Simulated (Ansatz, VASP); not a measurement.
## Zn in VASP and in Ansatz

The input INCAR:

```
PREC     = Accurate       # precision mode
ENCUT    = 520            # plane-wave cutoff, eV
EDIFF    = 1E-7           # SCF threshold, eV
ISMEAR   = -1             # smearing method
SIGMA    = 0.05           # smearing width, eV
LREAL    = False          # projectors in reciprocal space
LASPH    = True           # aspherical terms in the spheres
NELM     = 100            # most SCF steps
ALGO     = Normal         # electronic algorithm
ISIF     = 2              # what is computed and relaxed
LWAVE    = False          # write WAVECAR
LCHARG   = False          # write CHGCAR
GGA      = PE             # functional
NBANDS   = 12             # bands
```

The input KPOINTS:

```
Automatic mesh
0
Gamma
  12 12 12
```

POSCAR

```
Zn
1.0
    0.0000000000      1.9777881408      1.9777881408
    1.9777881408      0.0000000000      1.9777881408
    1.9777881408      1.9777881408      0.0000000000
Zn
1
Direct
    0.0000000000      0.0000000000      0.0000000000
```

The input input.yaml:

```yaml
crystal:
  lattice:
    - [0.0, 1.9777881408, 1.9777881408]
    - [1.9777881408, 0.0, 1.9777881408]
    - [1.9777881408, 1.9777881408, 0.0]
  atoms:
    - { symbol: Zn, position: [0.0, 0.0, 0.0] }
hamiltonian:
  xc: pbe
  pseudopotentials: { kind: paw }
kpoints:
  mp_grid: { grid: [12, 12, 12] }
scf:
  occupations: { method: fermi_dirac, width: 0.05 }
output:
  forces: true
  stress: true
  eigenvalues: true
```

Change from the starting cell: volume scaled by 1.02.

Alike in both runs: task single point; functional PBE; k mesh 12 × 12 × 12; occupations fermi-dirac, width 0.05 eV; no spin polarisation.

```csv
,VASP,Ansatz
version,VASP 6.6.1,Ansatz 0.2.0
potentials or method,"VASP PAW PBE potentials, release 64 (Zn)",Ansatz PAW
plane-wave cutoff (eV),520,420
valence electrons in the cell,12,12
```

```tsv
	VASP	Ansatz	Ansatz less VASP
gap on the k mesh at the Fermi level (eV)	none	none	-
pressure (GPa)	-1.1	-1.4	-0.28
```

A gap of «none» marks a metal or a gap that the smearing closes.
